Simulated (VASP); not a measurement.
# C2H6 in VASP: notebook

The runs below take C2H6 through relaxation of the atoms, single point, with PBE+D3(BJ), PBE.

Program: VASP 6.6.1. These are calculated values, not measurements. Logs are shortened: lines on timing, memory, paths and dates and some standing lists are left out, and cuts for length are marked.

### 1 Starting point

The cell holds a molecule in a box, 8 atoms: a = 13.084 Å, b = 13.584 Å, c = 14.084 Å, α = 90.00°, β = 90.00°, γ = 90.00°.

### 2 Relaxation of the atoms, PBE+D3(BJ)

Input file INCAR:

```
PREC = Accurate ; ENCUT = 400
EDIFF = 1E-6 ; ISMEAR = 0
SIGMA = 0.01 ; LREAL = False
LASPH = True ; NELM = 100
ALGO = Normal ; ISIF = 2
LWAVE = False ; LCHARG = False
GGA = PE ; IVDW = 12
IBRION = 2 ; NSW = 120
EDIFFG = -0.03 ; ISYM = 0
```

Input file KPOINTS:

```
regular mesh
0
Gamma
  1 1 1
```

Input file POSCAR:

```
H3C
1.0
   13.0840340850      0.0000000000      0.0000000000
    0.0000000000     13.5840340850      0.0000000000
    0.0000000000      0.0000000000     14.0840340850
C H
2 6
Selective dynamics
Direct
    0.5570134925      0.5127778825      0.5059189571  F F F
    0.4429864857      0.4945835979      0.4940813768  T T T
    0.5723437353      0.5506138095      0.5724801276  T T T
    0.5987472608      0.4435232050      0.5060938113  T T T
    0.5860437341      0.5579346267      0.4481188566  T T T
    0.4139569055      0.4494271241      0.5518808292  T T T
    0.4276563373      0.4567473190      0.4275202596  T T T
    0.4012520489      0.5638387690      0.4939057817  T T T
```

Potentials or basis: VASP PAW PBE potentials, release 64 (C, H).

Started as:

```sh
cat potpaw_PBE.64/C/POTCAR potpaw_PBE.64/H/POTCAR > POTCAR
mpirun -np 1 vasp_gam > vasp.out
```

OUTCAR:

```text
PREC = Accurate
   ENCUT = 400
   EDIFF = 1E-6
   ISMEAR = 0
   LREAL = False
   LASPH = True
   NELM = 100
   ISIF = 2
   GGA = PE
   IVDW = 12
   IBRION = 2
   NSW = 120
   EDIFFG = -0.03
   ISYM = 0
 IVDW          = 12

 ion  position               nearest neighbor table
   1  0.557  0.513  0.506-   4 1.09   3 1.09   5 1.09   2 1.52
   2  0.443  0.495  0.494-   7 1.09   6 1.09   8 1.09   1 1.52
   3  0.572  0.551  0.572-   1 1.09
   4  0.599  0.444  0.506-   1 1.09
   5  0.586  0.558  0.448-   1 1.09
   6  0.414  0.449  0.552-   2 1.09
   7  0.428  0.457  0.428-   2 1.09
   8  0.401  0.564  0.494-   2 1.09

IMPORTANT INFORMATION: All symmetrisations will be switched off!
NOSYMM: (Re-)initialisation of all symmetry stuff for point group C_1.

----------------------------------------------------------------------------------------

                                     Primitive cell

  volume of cell :    2503.2112

  direct lattice vectors                    reciprocal lattice vectors
    13.084034085  0.000000000  0.000000000     0.076429027  0.000000000  0.000000000
     0.000000000 13.584034085  0.000000000     0.000000000  0.073615834  0.000000000
     0.000000000  0.000000000 14.084034085     0.000000000  0.000000000  0.071002384

  length of vectors
    13.084034085 13.584034085 14.084034085     0.076429027  0.073615834  0.071002384

  position of ions in fractional coordinates (direct lattice)
     0.557013492  0.512777883  0.505918957
     0.442986486  0.494583598  0.494081377
     0.572343735  0.550613809  0.572480128
     0.598747261  0.443523205  0.506093811
     0.586043734  0.557934627  0.448118857
     0.413956906  0.449427124  0.551880829
     0.427656337  0.456747319  0.427520260
     0.401252049  0.563838769  0.493905782

  ion indices of the primitive-cell ions
   primitive index   ion index
                 1           1
                 2           2
                 3           3
                 4           4
                 5           5
                 6           6
                 7           7
                 8           8

----------------------------------------------------------------------------------------

 KPOINTS: regular mesh

Automatic generation of k-mesh.
 Grid dimensions read from file:
 generate k-points for:    1    1    1

 Generating k-lattice:

  Cartesian coordinates                     Fractional coordinates (reciprocal lattice)
     0.076429027  0.000000000  0.000000000     1.000000000  0.000000000  0.000000000
     0.000000000  0.073615834  0.000000000     0.000000000  1.000000000  0.000000000
     0.000000000  0.000000000  0.071002384     0.000000000  0.000000000  1.000000000

  Length of vectors
     0.076429027  0.073615834  0.071002384

  Shift w.r.t. Gamma in fractional coordinates (k-lattice)
     0.000000000  0.000000000  0.000000000

 Subroutine IBZKPT returns following result:
 ===========================================

 Found      1 irreducible k-points:

 Following reciprocal coordinates:
            Coordinates               Weight
  0.000000  0.000000  0.000000      1.000000
   k-points           NKPTS =      1   k-points in BZ     NKDIM =      1   number of bands    NBANDS=     12
   number of dos      NEDOS =    301   number of ions     NIONS =      8
   total plane-waves  NPLWV = 777600
   dimension x,y,z NGX =    90 NGY =   90 NGZ =   96
   dimension x,y,z NGXF=   180 NGYF=  180 NGZF=  192
   ions per type =               2   6
   NGX,Y,Z   is equivalent  to a cutoff of  11.44, 11.01, 11.33 a.u.
   NGXF,Y,Z  is equivalent  to a cutoff of  22.87, 22.03, 22.66 a.u.
 SYSTEM =  unknown system
   PREC   = accura    normal or accurate (medium, high low for compatibility)
   ISTART =      0    job   : 0-new  1-cont  2-samecut
   ICHARG =      2    charge: 1-file 2-atom 10-const
   ISPIN  =      1    spin polarized calculation?
   LNONCOLLINEAR =      F non collinear calculations
   LSORBIT =      F    spin-orbit coupling
   LASPH  =      T    aspherical Exc in radial PAW
   ENCUT  =  400.0 eV  29.40 Ry    5.42 a.u.  21.34 22.15 22.97*2*pi/ulx,y,z
   NELM   =    100;   NELMIN=  2; NELMDL= -5     # of ELM steps
   EDIFF  = 0.1E-05   stopping-criterion for ELM
   LREAL  =      F    real-space projection
   EDIFFG = -.3E-01   stopping-criterion for IOM
   NSW    =    120    number of steps for IOM
   IBRION =      2    ionic relax: 0-MD 1-quasi-New 2-CG
   NFREE  =      1    steps in history (QN), initial steepest desc. (CG)
   ISIF   =      2    stress and relaxation
   ISYM   =      0    0-nonsym 1-usesym 2-fastsym
   POTIM  = 0.5000    time-step for ionic-motion
   TEBEG  =    0.0;   TEEND  =   0.0 temperature during run
   PSTRESS=    0.0 pullay stress
   NELECT =      14.0000    total number of electrons
   NUPDOWN=      -1.0000    fix difference up-down
   EMIN   =  10.00;   EMAX   =-10.00  energy-range for DOS
   EFERMI =   0.00;   METHOD = LEGACY
   ISMEAR =     0;   SIGMA  =   0.01  broadening in eV -4-tet -1-fermi 0-gaus
   EFERMI_NEDOS =   21; number of points for ismear=-14 and -15
   IALGO  =     38    algorithm
   IMIX   =      4    mixing-type and parameters
     AMIX     =   0.40;   BMIX     =  1.00
     AMIX_MAG =   1.60;   BMIX_MAG =  1.00
  volume/ion in A,a.u.               =     312.90      2111.56
  Fermi-wavevector in a.u.,A,eV,Ry     =   0.290593  0.549141  1.148934  0.084444
  Thomas-Fermi vector in A             =   1.149467
   LORBIT       =      0    0 simple, 1 ext, 2 COOP (PROOUT), +10 PAW based schemes
   GGA     = PE    functional components
   LHFCALC =     F    Hartree Fock is set to
   AEXX    =    0.0000 exact exchange contribution
   IVDW    =    12    specifies the selected vdW correction
   LEPSILON=     F    determine dielectric tensor
   LRPA    =     F    only Hartree local field effects (RPA)
 conjugate gradient relaxation of ions
 non-spin polarized calculation
 Gauss-broadening in eV      SIGMA  =   0.01
  energy-cutoff  :      400.00
  volume of cell :     2503.21
 maximum number of plane-waves:     22732
 NGX is ok and might be reduce to    90
   NGX = 43   NGY = 45   NGZ = 45

--------------------------------------- Ionic step        1  -------------------------------------------

 number of electron      14.0000003 magnetization

 Free energy of the ion-electron system (eV)
  ---------------------------------------------------
  ext. energy  EPLUGINS =         0.00000000
  ---------------------------------------------------
  free energy    TOTEN  =       -40.47405341 eV

  energy without entropy =      -40.47405341  energy(sigma->0) =      -40.47405341

------------------------ aborting loop because EDIFF is reached ----------------------------------------

 Edisp (eV)   -0.09043

 E8    (eV) :    -0.0236

  FORCE on cell =-STRESS in cart. coord.  units (eV):
  Direction    XX          YY          ZZ          XY          YZ          ZX
  --------------------------------------------------------------------------------------
  -------------------------------------------------------------------------------------
  Total       0.42900     0.36679     0.36896     0.00751     0.00157     0.00539
  in kB       0.27458     0.23476     0.23615     0.00481     0.00101     0.00345
  external pressure =        0.25 kB  Pullay stress =        0.00 kB
[... 115 lines left out ...]
  FREE ENERGIE OF THE ION-ELECTRON SYSTEM (eV)
  ---------------------------------------------------
  free  energy   TOTEN  =       -40.5783845090 eV

  energy  without entropy=      -40.5783845090  energy(sigma->0) =      -40.57838451

[... ionic steps 4 to 8 ...]

--------------------------------------- Ionic step        9  -------------------------------------------

 number of electron      14.0000005 magnetization

------------------------ aborting loop because EDIFF is reached ----------------------------------------

 Edisp (eV)   -0.08991

 E8    (eV) :    -0.0235
[... 81 lines left out ...]
  energy  without entropy=      -40.5846760880  energy(sigma->0) =      -40.58467609

--------------------------------------- Ionic step       11  -------------------------------------------

 number of electron      14.0000005 magnetization

 Free energy of the ion-electron system (eV)
  ---------------------------------------------------
  ext. energy  EPLUGINS =         0.00000000
  ---------------------------------------------------
  free energy    TOTEN  =       -40.49479831 eV

  energy without entropy =      -40.49479831  energy(sigma->0) =      -40.49479831

 E-fermi :  -7.9303     XC(G=0):  -0.4202

 val. band max:       -8.0120269066   @ k =   0.0000   0.0000   0.0000
 cond. band min:      -0.4391649140   @ k =   0.0000   0.0000   0.0000
 fundamental gap:      7.5728619927
 Fermi energy:        -7.9302927421

 k-point     1 :       0.0000    0.0000    0.0000
  band No.  band energies     occupation
      1     -18.4333      2.00000
      2     -14.9103      2.00000
      3     -10.3948      2.00000
      4     -10.3945      2.00000
      5      -8.8137      2.00000
      6      -8.0125      2.00000
      7      -8.0120      2.00000
      8      -0.4392      0.00000
      9       0.2826      0.00000
     10       0.3920      0.00000
     11       0.4271      0.00000
     12       0.4598      0.00000
[... 37 lines left out ...]
  FREE ENERGIE OF THE ION-ELECTRON SYSTEM (eV)
  ---------------------------------------------------
  free  energy   TOTEN  =       -40.5847138723 eV

  energy  without entropy=      -40.5847138723  energy(sigma->0) =      -40.58471387

 reached required accuracy - stopping structural energy minimisation
```

Wall time 11 min (1 thread of Intel Xeon Platinum 8488C (Sapphire Rapids), shared host); peak memory 1.5 GiB.

What came out:

```
Free energy                     : -40.5847 eV
Energy gained by relaxing       : 2.5 meV/atom
Ionic steps                     : 11
Gap between the frontier levels : 7.57 eV
Dispersion energy per atom      : -0.011 eV
```

The path:
```tsv
step	energy change (eV)	largest force (eV/Å)	pressure (GPa)
1	0.0000	0.4080	0.02
2	-0.0025	0.9776	-0.06
3	-0.0139	0.3462	-0.02
4	-0.0169	0.1419	-0.04
5	-0.0170	0.1058	-0.04
6	-0.0189	0.0634	-0.04
7	-0.0197	0.0780	-0.04
8	-0.0202	0.0425	-0.04
9	-0.0202	0.0422	-0.04
10	-0.0202	0.0746	-0.04
11	-0.0202	0.0554	-0.04
```

Final structure:
```xyz
8
Lattice="13.0840 0.0000 0.0000 0.0000 13.5840 0.0000 0.0000 0.0000 14.0840" Properties=species:S:1:pos:R:3 pbc="T T T"
C     7.2880    6.9656    7.1254
C     5.7914    6.7177    6.9582
H     7.5092    7.4853    8.0696
H     7.8564    6.0235    7.1300
H     7.6893    7.5853    6.3096
H     5.3927    6.0977    7.7753
H     5.5731    6.1979    6.0130
H     5.2255    7.6614    6.9539
```

Caveat: the cutoff is under 1.25 times the usual one of these potentials, so pressure, stress and relaxed cells hold a basis-set (Pulay) error. Expect the measured gap to be larger: semilocal functionals such as PBE lack the derivative discontinuity.

### 3 Single point, PBE

Input file INCAR:

```
SYSTEM = H3C
ALGO = Normal
EDIFF = 1E-6
ENCUT = 400
GGA = PE
ISIF = 2
ISMEAR = 0
ISYM = 0
LASPH = .True.
LCHARG = .False.
LREAL = .False.
LWAVE = .False.
NELM = 100
PREC = Accurate
SIGMA = 0.01
```

Input file KPOINTS:

```
k-points
0
Gamma
  1 1 1
  0 0 0
```

Input file POSCAR:

```
H3C                                     
1.0
   13.0840340850      0.0000000000      0.0000000000
    0.0000000000     13.5840340850      0.0000000000
    0.0000000000      0.0000000000     14.0840340850
  C               H             
     2     6
Selective dynamics
Direct
     0.5570134924999977    0.5127778825000036    0.5059189571000005   F   F   F
     0.4426308667095384    0.4945297837126411    0.4940493742681503   T   T   T
     0.5739209319278776    0.5510391181925590    0.5729630530340667   T   T   T
     0.6004582586304544    0.4434257702497713    0.5062483198291243   T   T   T
     0.5876875541756456    0.5583983892697121    0.4479938680640780   T   T   T
     0.4121626373523776    0.4488865035174814    0.5520661097351540   T   T   T
     0.4259463338658489    0.4562611601942023    0.4269380354570094   T   T   T
     0.3993767811004090    0.5640020761436628    0.4937415853718801   T   T   T
```

Potentials or basis: VASP PAW PBE potentials, release 64 (C, H).

Started as:

```sh
cat potpaw_PBE.64/C/POTCAR potpaw_PBE.64/H/POTCAR > POTCAR
mpirun -np 1 vasp_gam > vasp.out
```

OUTCAR:

```text
SYSTEM = H3C
   EDIFF = 1E-6
   ENCUT = 400
   GGA = PE
   ISIF = 2
   ISMEAR = 0
   ISYM = 0
   LASPH = .True.
   LREAL = .False.
   NELM = 100
   PREC = Accurate

 ion  position               nearest neighbor table
   1  0.557  0.513  0.506-   4 1.10   5 1.10   3 1.10   2 1.53
   2  0.443  0.495  0.494-   8 1.10   6 1.10   7 1.10   1 1.53
   3  0.574  0.551  0.573-   1 1.10
   4  0.600  0.443  0.506-   1 1.10
   5  0.588  0.558  0.448-   1 1.10
   6  0.412  0.449  0.552-   2 1.10
   7  0.426  0.456  0.427-   2 1.10
   8  0.399  0.564  0.494-   2 1.10

IMPORTANT INFORMATION: All symmetrisations will be switched off!
NOSYMM: (Re-)initialisation of all symmetry stuff for point group C_1.

----------------------------------------------------------------------------------------

                                     Primitive cell

  volume of cell :    2503.2112

  direct lattice vectors                    reciprocal lattice vectors
    13.084034085  0.000000000  0.000000000     0.076429027  0.000000000  0.000000000
[... 133 lines left out ...]
      1     -18.4330      2.00000
      2     -14.9097      2.00000
      3     -10.3944      2.00000
      4     -10.3941      2.00000
      5      -8.8135      2.00000
      6      -8.0121      2.00000
      7      -8.0116      2.00000
      8      -0.4416      0.00000
      9       0.2855      0.00000
     10       0.3818      0.00000
     11       0.4235      0.00000
     12       0.4569      0.00000

------------------------ aborting loop because EDIFF is reached ----------------------------------------

  FORCE on cell =-STRESS in cart. coord.  units (eV):
  Direction    XX          YY          ZZ          XY          YZ          ZX
  --------------------------------------------------------------------------------------
  -------------------------------------------------------------------------------------
  Total       -0.5989563     -0.6398448     -0.6410002      0.0035537     -0.0004675      0.0029974
  in kB       -0.3833613     -0.4095319     -0.4102714      0.0022745     -0.0002992      0.0019185
  external PRESSURE =      -0.4010548 kB  Pullay stress =       0.0000000 kB

 VOLUME and BASIS-vectors are now :
 -----------------------------------------------------------------------------
  energy-cutoff  :      400.00
  volume of cell :     2503.21
      direct lattice vectors                 reciprocal lattice vectors
    13.084034085  0.000000000  0.000000000     0.076429027  0.000000000  0.000000000
     0.000000000 13.584034085  0.000000000     0.000000000  0.073615834  0.000000000
     0.000000000  0.000000000 14.084034085     0.000000000  0.000000000  0.071002384

 POSITION                                       TOTAL-FORCE (eV/Angst)
 -----------------------------------------------------------------------------------
      7.28798      6.96559      7.12538         0.055962      0.009742      0.006590
      5.79140      6.71771      6.95821        -0.018101     -0.006565     -0.006014
      7.50920      7.48533      8.06963        -0.010718      0.001538      0.005286
      7.85642      6.02351      7.13002        -0.008607     -0.008622     -0.001432
      7.68932      7.58530      6.30956        -0.009766      0.002325     -0.007012
      5.39275      6.09769      7.77532        -0.002915      0.003460     -0.006569
      5.57310      6.19787      6.01301        -0.003613      0.004764      0.009325
      5.22546      7.66142      6.95387        -0.002241     -0.006642     -0.000174
 -----------------------------------------------------------------------------------
    total drift:                                0.000108     -0.000156      0.000106

  FREE ENERGIE OF THE ION-ELECTRON SYSTEM (eV)
  ---------------------------------------------------
  free  energy   TOTEN  =       -40.4947990297 eV

  energy  without entropy=      -40.4947990297  energy(sigma->0) =      -40.49479903
```

OSZICAR:

```text
N       E                     dE             d eps       ncg     rms          rms(c)
DAV:   1     0.448963816564E+02    0.44896E+02   -0.31577E+03    40   0.454E+02
DAV:   2    -0.306824271630E+02   -0.75579E+02   -0.75459E+02    36   0.124E+02
DAV:   3    -0.447305192909E+02   -0.14048E+02   -0.14017E+02    32   0.535E+01
[... 16 lines left out ...]
DAV:  20    -0.404947830532E+02   -0.18654E-04   -0.32054E-07    28   0.340E-03    0.126E-03
DAV:  21    -0.404947924352E+02   -0.93819E-05   -0.13339E-07    28   0.182E-03    0.700E-04
DAV:  22    -0.404947966046E+02   -0.41695E-05   -0.37556E-07    24   0.310E-03    0.912E-04
DAV:  23    -0.404947984565E+02   -0.18519E-05   -0.35433E-08    24   0.112E-03    0.476E-04
DAV:  24    -0.404947990297E+02   -0.57322E-06   -0.33209E-09    28   0.452E-04
   1 F= -.40494799E+02 E0= -.40494799E+02  d E =-.186283E-29
```

stdout:

```text
POSCAR found type information on POSCAR C H
 POSCAR found :  2 types and       8 ions
 scaLAPACK will be used
 LDA part: xc-table for (Slater+PW92), standard interpolation
 POSCAR, INCAR and KPOINTS ok, starting setup
 FFT: planning ... GRIDC
 FFT: planning ... GRID_SOFT
 FFT: planning ... GRID
 WAVECAR not read
 entering main loop
```

Run time: 1.9 min. Hardware: 1 thread of Intel Xeon Platinum 8488C (Sapphire Rapids), shared host; peak memory 1.2 GiB.

What came out:

- Free energy: -40.4948 eV
- Largest force: 0.057 eV/Å
- Gap between the frontier levels: 7.57 eV

Forces on the atoms (eV/Å):
```
C    0.056  0.010  0.007
C   -0.018 -0.007 -0.006
H   -0.011  0.002  0.005
H   -0.009 -0.009 -0.001
H   -0.010  0.002 -0.007
H   -0.003  0.003 -0.007
H   -0.004  0.005  0.009
H   -0.002 -0.007  0.000
```

Levels at points of the mesh, in eV from the valence-band top:
```csv
k point,band 3,band 4,band 5,band 6,band 7,band 8,band 9,band 10,band 11,band 12
"(0.00, 0.00, 0.00)",-2.38,-2.38,-0.80,0.00,0.00,7.57,8.30,8.39,8.44,8.47
```

Caveat: the cutoff is under 1.25 times the usual one of these potentials, so pressure, stress and relaxed cells hold a basis-set (Pulay) error. PBE gaps usually lie below the measured ones, often by a third to a half.
